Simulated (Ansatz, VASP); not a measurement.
AlN in VASP and in Ansatz

File POSCAR:

```
AlN
1.0
    3.1130000000      0.0000000000      0.0000000000
   -1.5565000000      2.6959400000      0.0000000000
    0.0000000000      0.0000000000      4.9810000000
Al N
2 2
Direct
    0.3333333333      0.6666666667      0.0000000000
    0.6666666667      0.3333333333      0.5000000000
    0.3333333333      0.6666666667      0.3800000000
    0.6666666667      0.3333333333      0.8800000000
```

Contents of INCAR.step1:

```
SYSTEM = AlN
PREC = Accurate
ENCUT = 520
EDIFF = 1E-5
ISMEAR = 0
SIGMA = 0.01
LREAL = .FALSE.
LASPH = .TRUE.
NELM = 100
ALGO = Normal
ISIF = 2
LWAVE = .TRUE.
LCHARG = .FALSE.
NBANDS = 16
GGA = PE
```

INCAR.step2

```
SYSTEM = AlN
PREC = Accurate
ENCUT = 520
EDIFF = 1E-7
ISMEAR = 0
SIGMA = 0.01
LREAL = .FALSE.
LASPH = .TRUE.
NELM = 100
ALGO = Normal
ISIF = 2
LWAVE = .FALSE.
LCHARG = .FALSE.
GGA = PE
LHFCALC = .TRUE.
AEXX = 0.3
HFSCREEN = 0.20786987370883472
PRECFOCK = Normal
NBANDS = 16
ISTART = 1
```

KPOINTS

```
regular mesh
0
G
  5 5 3
  0 0 0
```

Input for Ansatz:

```yaml
crystal:
  lattice:
    - [3.113, 0.0, 0.0]
    - [-1.5565, 2.69594, 0.0]
    - [0.0, 0.0, 4.981]
  atoms:
    - { symbol: Al, position: [0.3333333333333333, 0.6666666666666666, 0.0] }
    - { symbol: Al, position: [0.6666666666666666, 0.3333333333333333, 0.5] }
    - { symbol: "N", position: [0.3333333333333333, 0.6666666666666666, 0.38] }
    - { symbol: "N", position: [0.6666666666666666, 0.3333333333333333, 0.88] }
kpoints:
  mp_grid:
    grid: [5, 5, 3]
    shift: [0.0, 0.0, 0.0]
hamiltonian:
  xc:
    exchange: pbe
    correlation: pbe
    exx:
      coeff: 0.3
      omega: 0.20786987370883472
scf:
  occupations:
    method: fixed
output:
  eigenvalues: true
```

Alike in both runs: task single point; functional PBE-based screened hybrid; k mesh 5 × 5 × 3; no spin polarisation.

```csv
,VASP,Ansatz
version,VASP 6.6.1,Ansatz 0.2.0
potentials or method,"VASP PAW PBE potentials, release 64 (Al, N)","plane waves, PAW"
plane-wave cutoff (eV),520,420
occupations,"gaussian, width 0.01 eV",fixed
valence electrons in the cell,16,16
```

|  | VASP | Ansatz | Ansatz less VASP |
| --- | --- | --- | --- |
| gap on the k mesh at the Fermi level (eV) | 5.85 | 5.86 | +0.012 |

Caveats: the k mesh is coarse (spacing up to 0.47 Å⁻¹), so the values aren't converged.
